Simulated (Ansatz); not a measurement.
Property card for K

The calculation used DFT PBE, scalar-relativistic, plane waves, PAW (Ansatz 0.2.0).

Cutoff 420 eV; k points 12×12×12 on the computed 1-atom cell (Γ-centred); Gaussian smearing, width 0.10 eV; no spin polarisation.

The structure is relaxed at this level of theory with its symmetry kept.

Symmetry: Im-3m, No. 229, cubic system. The conventional cell has a = 5.282 Å, b = 5.282 Å, c = 5.282 Å, α = 90.00°, β = 90.00°, γ = 90.00°.

```
Volume per atom                                                   : 73.68 Å³
Formation energy from the elements' standard states (uncorrected) : +0.001 eV/atom
Kohn–Sham band gap                                                : none (metal)
Density of states at the Fermi level                              : 0.78 states/eV per cell
Löwdin character within 0.5 eV of the Fermi level                 : K 4s 86 %, unprojected 14 %
Bulk modulus                                                      : 3.6 GPa
Its pressure derivative                                           : 3.8
Bader charges (e)                                                 : K (1 in the cell) 0.00
```